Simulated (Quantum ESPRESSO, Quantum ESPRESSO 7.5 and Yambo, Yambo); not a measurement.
# InP (F-43m): G0W0 on several meshes in Yambo

Wanted: mesh dependence and cost of G0W0 for InP (F-43m).

Method: PBE and many-body steps on it, plane waves, in Quantum ESPRESSO 7.5 and Yambo 5.3.0.

The database entry behind the starting cell differs from later determinations by our own check (0.1 to 0.3 % short, probably kX units), so it need not match the best structure at ambient conditions.

**1. The starting structure**

Symmetry: F-43m, No. 216, cubic system. The conventional cell has a = 5.861 Å, b = 5.861 Å, c = 5.861 Å, α = 90.00°, β = 90.00°, γ = 90.00°. Nearest to In lie 4 P at 2.54 Å. Nearest to P lie 4 In at 2.54 Å. Farther neighbours are not listed.

The cell and positions come from the Crystallography Open Database and are kept as given unless a step says otherwise.

**2. Empty states on the mesh, 4×4×4 mesh, 606 bands**

This step: Quantum ESPRESSO 7.5; DFT, PBE, plane waves, norm-conserving pseudopotentials.

The sums over transitions need many empty states on a uniform mesh; this step solves for them.

Contents of pw.in:

```
&control
  calculation = 'nscf'
  prefix = 'x'
  outdir = 'o'
  pseudo_dir = 'pseudo'
/
&system
  ibrav = 0
  nat = 2
  ntyp = 2
  ecutwfc = 80.0
  nbnd = 606
  force_symmorphic = .true.
/
&electrons
  conv_thr = 1e-9
  electron_maxstep = 80
  diago_full_acc = .true.
  diago_thr_init = 5e-6
/
ATOMIC_SPECIES
  In 114.82 In.upf
  P 30.974 P.upf
CELL_PARAMETERS angstrom
  -0.0000000000 2.9305000000 2.9305000000
  2.9305000000 -0.0000000000 2.9305000000
  2.9305000000 2.9305000000 -0.0000000000
ATOMIC_POSITIONS crystal
  In 0.0000000000 0.0000000000 0.0000000000
  P 0.2500000000 0.2500000000 0.2500000000
K_POINTS automatic
  4 4 4 0 0 0
```

Started as:

```
OMP_NUM_THREADS=1 mpirun -n 8 pw.x -nk 4 -in pw.in > pw.out
```

What it wrote:

```text
Program PWSCF v.7.5 starts

     This program is part of the open-source Quantum ESPRESSO suite
     for quantum simulation of materials; please cite
         "P. Giannozzi et al., J. Phys.:Condens. Matter 21 395502 (2009);
         "P. Giannozzi et al., J. Phys.:Condens. Matter 29 465901 (2017);
         "P. Giannozzi et al., J. Chem. Phys. 152 154105 (2020);
     in publications or presentations arising from this work. More details at

     Atomic positions and unit cell read from directory:
     o/x.save/

     Message from routine setup:
[...]
64.6026  66.9414  66.9414  66.9954  67.2391  67.2391  68.3617  69.0360
     [... 64 further rows ...]
   295.0109 295.2404 295.3750 295.3750 295.8446 295.8446 296.3179 296.3179
   296.3299 296.5334 296.6301 296.6301 296.6500 296.9680

          k = 0.3536 0.0000 0.0000 (  4088 PWs)   bands (ev):

     [... further k-points ...]

     highest occupied, lowest unoccupied level (ev):     8.3155    9.0235

     XML data file, pseudopotentials, collected wavefunctions

=------------------------------------------------------------------------------=
   JOB DONE.
=------------------------------------------------------------------------------=
```

Wall time 71 s (8 MPI ranks of Arm Neoverse V2, shared host); peak memory 1.7 GiB; 9.5 min of CPU time.

This step gave:

| Quantity | Value |
| --- | --- |
| gap | 0.7080 eV |
| k of the valence top | 0, 0, 0 |
| k of the conduction bottom | 0, 0, 0 |
| least direct gap | 0.7080 eV |
| k points computed | 8 |
| lowest point of the top converged band, above the valence top | 287.3562 eV |

On this mesh the gap is 0.708 eV.

The density comes from a self-consistent run that is not shown.

**3. Conversion and set-up**

This step: Yambo 5.3.0; conversion and set-up on PBE, plane waves, norm-conserving pseudopotentials.

The states are converted to the many-body program's format and the q mesh is built.

Started as:

```
(cd o/x.save; p2y > p2y.log; mv SAVE ../..); yambo > setup.log
```

What it wrote:

```text
 Yambo, version 5.3.0

 [02] CORE Variables Setup
 =========================

  [02.01] Unit cells
  ==================

  Cell kind             :  FCC
  Atoms in the cell     :  In  P
  number of In atoms    :  1
  number of P  atoms    :  1

  List of atomic masses
  Mass of In    :  114.8200
  Mass of P     :  30.97400

  List of atomic coordinates    : [cc]
  In1       :  0.000000  0.000000  0.000000  order 1
  P1       :  2.768921  2.768921  2.768921  order 2

  Alat factors          :  5.537842  5.537842  5.537842 [a.u.]
  Direct lattice volume :  339.6658 [a.u.]
[...]
==========================================

 IBZ Q-points                                      :   8
 BZ  Q-points                                      :   64

 K/Q-points units:
 rlu = crystal or reduced units; cc = cartesian coordinates; iku = interal k-units

 Q [1]          [rlu]:  0.000000  0.000000  0.000000
 Q [2]          [rlu]:  0.54193E-16  0.26437E-16  0.25000
 Q [3]          [rlu]: -0.10839E-15 -0.52875E-16 -0.50000
[...]
Q [7]          [rlu]: -0.17475E-18 -0.50000     -0.50000
 Q [8]          [rlu]:  0.250000 -0.500000 -0.250000

  [03.01] X indexes
  =================

   [03.01.01] Sigma indexes
   ========================

 [06] Game Over & Game summary
```

The job ended after 2.6 s (1 MPI rank; peak memory 0.25 GiB).

**4. 4×4×4**

G0W0 replaces the xc potential by the self-energy, built once from these orbitals. Only a window of levels is corrected, while the sums run over the empty bands that the input names.

This step: G0W0 on PBE, plane waves, norm-conserving pseudopotentials.

Contents of gw2.in:

```
HF_and_locXC
gw0
dyson
ppa
em1d
rim_cut
RandQpts= 1000000
RandGvec= 1 RL
EXXRLvcs= 80 Ry
VXCRLvcs= 320 Ry
Chimod= "HARTREE"
% BndsRnXp
 1 | 255 |
%
NGsBlkXp= 17 Ry
% LongDrXp
 1 | 1 | 1 |
%
% GbndRnge
 1 | 255 |
%
DysSolver= "n"
ExtendOut
PPAPntXp= 27.21138 eV
% QPkrange
 1 | 1 | 12 | 15 |
%
```

Started as:

```
OMP_NUM_THREADS=1 mpirun -n 8 yambo -F gw2.in -J gw2 -C gw2 > gw2.log
```

What it wrote:

```text
 Yambo, version 5.3.0

 [02] CORE Variables Setup
 =========================

  [... cell, symmetries and grids as in the set-up ...]

  [02.05] Energies & Occupations
  ==============================

  [X] === General ===
  [X] Electronic Temperature                        :  0.000000  0.000000 [eV K]
  [X] Bosonic    Temperature                        :  0.000000  0.000000 [eV K]
  [X] Finite Temperature mode                       : no
  [X] El. density                                   :  0.51656E+24 [cm-3]
  [X] Fermi Level                                   :  8.315509 [eV]

  [X] === Gaps and Widths ===
  [X] Conduction Band Min                           :  0.707977 [eV]
  [X] Valence Band Max                              :  0.000000 [eV]
  [X] Filled Bands                                  :  13
  [X] Empty Bands                                   :    14   606
  [X] Direct Gap                                    :  0.707977 [eV]
  [X] Direct Gap localized at k                     :  1
  [X] Indirect Gap                                  :  0.707977 [eV]
  [X] Indirect Gap between kpts                     :  1  1
  [X] Last valence band width                       :  2.910393 [eV]
  [X] 1st conduction band width                     :  3.584950 [eV]

 [03] Transferred momenta grid and indexing
 ==========================================

 IBZ Q-points                                      :   8
 BZ  Q-points                                      :   64

 K/Q-points units:
 rlu = crystal or reduced units; cc = cartesian coordinates; iku = interal k-units

 Q [1]          [rlu]:  0.000000  0.000000  0.000000
 Q [2]          [rlu]:  0.54193E-16  0.26437E-16  0.25000
 Q [3]          [rlu]: -0.10839E-15 -0.52875E-16 -0.50000
 Q [4]          [rlu]:  0.87374E-19  0.25000      0.25000
 Q [5]          [rlu]:  0.23853E-16  0.25000      0.50000
 Q [6]          [rlu]:  0.44978E-16  0.25000     -0.25000
 Q [7]          [rlu]: -0.17475E-18 -0.50000     -0.50000
 Q [8]          [rlu]:  0.250000 -0.500000 -0.250000

 [04] Coloumb potential Random Integration (RIM)
 ===============================================

  [04.01] RIM initialization
  ==========================

  * Diagonal components only detected *

  8 x (sBL volume)        :  0.091285 [a.u.]
  sBZ random points       :  1000000
  Points outside the sBZ  :   7999624
  RL volume               :  0.730277 [a.u.]
  Integrated volume       :  0.730312 [a.u.]

  [04.02] RIM integrals
  =====================

  Gamma point sphere radius             :  0.081674 [a.u.]
  Points outside the sphere             :   799635
  [Int_sBZ(q=0) 1/q^2]*(Vol_sBZ)^(-1/3) =:  7.763403
                                 should be <:  7.795600

  Summary of Coulomb integrals for non-metallic bands |Q|[au] RIM/Bare

  Q [1] 0.100000E-4 0.995870 * Q [2] 0.245646 1.064378
  Q [4] 0.283648 1.062979 * Q [6] 0.401138 1.025806
  Q [5] 0.470377 1.018843 * Q [3] 0.491292 1.016674
  Q [7] 0.567295 1.013309 * Q [8] 0.634256 1.010147

 [WARNING] [Xp] User bands 1-255 break level degeneracy

 [05] Dipoles
 ============

  [05.01] Setup: observables and procedures
  =========================================

 [06] Dynamic Dielectric Matrix (PPA)
 ====================================

 [SLK-Inversion]  Pools        :  2
 [SLK-Inversion]  BLACS grid   :  2  2

 [WR./gw2//ndb.pp]---------------------------------------------------------------
  Brillouin Zone Q/K grids (IBZ/BZ)                :    8   64    8   64
  RL vectors                                       :   5029 [WF]
  Coulomb cutoff potential                         : none
  Electronic Temperature                           :  0.000000 [K]
  Bosonic    Temperature                           :  0.000000 [K]
  PPA    diel. fun.  energies                      : Perdew, Burke & Ernzerhof(X)+Perdew, Burke & Ernzerhof(C)
  wavefunctions                                    : Perdew, Burke & Ernzerhof(X)+Perdew, Burke & Ernzerhof(C)
  Global Gauge                                     : length
  X matrix size                                    :   459
  X band range                                     :    1  255
  X e/h energy range                               : -1.000000 -1.000000 [eV]
  X Time ordering                                  : R
  X Hxc Kernel                                     : HARTREE
  X Drude frequency                                :  0.000000  0.000000
  X poles                                          :  100.0000 [o/o]
  RL vectors in the sum                            :   5029
  [r,Vnl] included                                 : yes
  Field direction                                  :  0.577350E-5  0.577350E-5  0.577350E-5
  BZ energy Double Grid                            : no
  BZ energy DbGd points                            : 0
  BZ Q point size factor                           : -1.000000
  X Optical Averaged directions                    : none

 [07] Local Exchange-Correlation + Non-Local Fock
 ================================================

 [VXC] Plane waves :   32743
 [EXS] Plane waves :   4279

 QP @ state[ 1 ] K range:  1  1
 QP @ state[ 1 ] b range:  12  15

 [xc] Functional : Perdew, Burke & Ernzerhof(X)+Perdew, Burke & Ernzerhof(C)
 [xc] LIBXC used to calculate xc functional
  PP Number of Atomic Species                      :  2
  NLCC RL compoments                               :   32743
  PP Number of Atomic Species                      :  2
  NLCC RL compoments                               :   32743

 [xc] E_xc :  -18.18792 [Ha]
      E_xc :  -36.37585 [Ry]

  Local XC kind (lXC) : Perdew, Burke & Ernzerhof(X)+Perdew, Burke & Ernzerhof(C)
  Non-Local XC kind (nlXC) : Hartree-Fock

  Corrections @ K [1] :  [eV]
 <12|nlXC|12> = -14.71825  0.57906E-17 <12|lXC|12> = -12.92330  0.18882E-15
 <13|nlXC|13> = -14.71825 -0.83069E-17 <13|lXC|13> = -12.92330  0.18882E-15
 <14|nlXC|14> = -7.794563  0.28413E-17 <14|lXC|14> = -11.72809 -0.54169E-19
 <15|nlXC|15> = -6.368251 -0.22836E-17 <15|lXC|15> = -10.79037 -0.81629E-19

 [08] Dyson equation: Newton solver
 ==================================

  [08.01] G0W0 (W PPA)
  ====================

  [  GW  ] Bands range     :    1  255
  [GW/PPA] G damping       :  0.100000 [eV]

  QP @ state[ 1 ] K range:  1  1
  QP @ state[ 1 ] b range:  12  15

   Sc/G bands                                       :    1  255
   Sc/G damping                                     :  0.100000 ev
   Sc bands terminator                              : no
   Sx RL components                                 :   4279

   QP @ state[ 1 ] K range                          :  1  1
   QP @ state[ 1 ] b range                          :  12  15
   GF energies kind                                 : Perdew, Burke & Ernzerhof(X)+Perdew, Burke & Ernzerhof(C)
   GF WF`s kind                                     : Perdew, Burke & Ernzerhof(X)+Perdew, Burke & Ernzerhof(C)
   Xs energies kind                                 : Perdew, Burke & Ernzerhof(X)+Perdew, Burke & Ernzerhof(C)
   Xs WF`s kind                                     : Perdew, Burke & Ernzerhof(X)+Perdew, Burke & Ernzerhof(C)

 [11] Game Over & Game summary
```

It took 3.5 min on 8 MPI ranks; peak memory 4.1 GiB.

Numbers from this step:

```yaml
g0w0_gap_on_the_points_computed: 1.409 eV
starting_gap_on_the_mesh: 0.7080 eV
k_of_the_valence_top: 0, 0, 0
k_of_the_conduction_bottom: 0, 0, 0
least_direct_g0w0_gap_on_the_computed_points: 1.409 eV
z_at_the_valence_top: 0.7804
z_at_the_conduction_bottom: 0.7939
```

The gap on the mesh goes from 0.71 eV to 1.41 eV, a correction of +0.70 eV.

**5. Empty states on the mesh, 2×2×2 mesh, 255 bands**

This step: Quantum ESPRESSO 7.5; DFT, PBE, plane waves, norm-conserving pseudopotentials.

Changes to pw.in since step 2:

```diff
@@ -11,3 +11,3 @@
   ecutwfc = 80.0
-  nbnd = 606
+  nbnd = 255
   force_symmorphic = .true.
@@ -31,2 +31,2 @@
 K_POINTS automatic
-  4 4 4 0 0 0
+  2 2 2 0 0 0
```

Started as:

```
OMP_NUM_THREADS=1 mpirun -n 8 pw.x -nk 4 -in pw.in > pw.out
```

What it wrote:

```text
[banner, memory and clock lines left out]
Program PWSCF v.7.5 starts

     Atomic positions and unit cell read from directory:
     o/x.save/

     Message from routine setup:
     using ibrav=0 with symmetry is DISCOURAGED, use correct ibrav instead

     Message from routine divide_et_impera:
     suboptimal parallelization: some nodes have no k-points

     bravais-lattice index     =            0
     lattice parameter (alat)  =       7.8317  a.u.
     unit-cell volume          =     339.6658 (a.u.)^3
     number of atoms/cell      =            2
[...]
k =-0.3536-0.3536 0.3536 (  4092 PWs)   bands (ev):

[...]
[... 20 further rows ...]
[...]
160.1254 160.5558 160.5558 160.7458 161.1870 161.1870 161.4021

          k =-0.7071 0.0000 0.0000 (  4088 PWs)   bands (ev):

[...]
64.7971  67.7257  67.7257  67.9079  68.5090  70.1449  70.5969  71.1918
     [... 20 further rows ...]
   158.5117 158.9286 158.9286 159.5647 160.1230 160.1230 161.5365 161.8593
   162.2159 162.2159 162.6904 162.8056 163.0336 163.0336 163.6951

     highest occupied, lowest unoccupied level (ev):     8.3155    9.0235

     XML data file, pseudopotentials, collected wavefunctions
```

The job ended after 7.6 s (8 MPI ranks; peak memory 0.67 GiB; 57 s of CPU time).

Numbers from this step:

```
gap                                                           : 0.7080 eV
k of the valence top                                          : 0, 0, 0
k of the conduction bottom                                    : 0, 0, 0
least direct gap                                              : 0.7080 eV
k points computed                                             : 3
lowest point of the top converged band, above the valence top : 150.1243 eV
```

On this mesh the gap is 0.708 eV.

(Continued in part 2 of 2.)

[Paths, hosts, dates, memory and timing lines, banners, echoed tables and standing remarks are left out of the program output.]

[Logs are printed without paths, hosts, clocks, repeated set-up lines and the standing remarks that a program may print on its own settings, such as how far it seeks lower states.]

[Runs of the session that timed out or met a known fault of the program may be left out.]

[Hosts, paths, dates, database ids (printed as entryN), source tags and the programs' standing remarks are cut or masked in the printed files.]
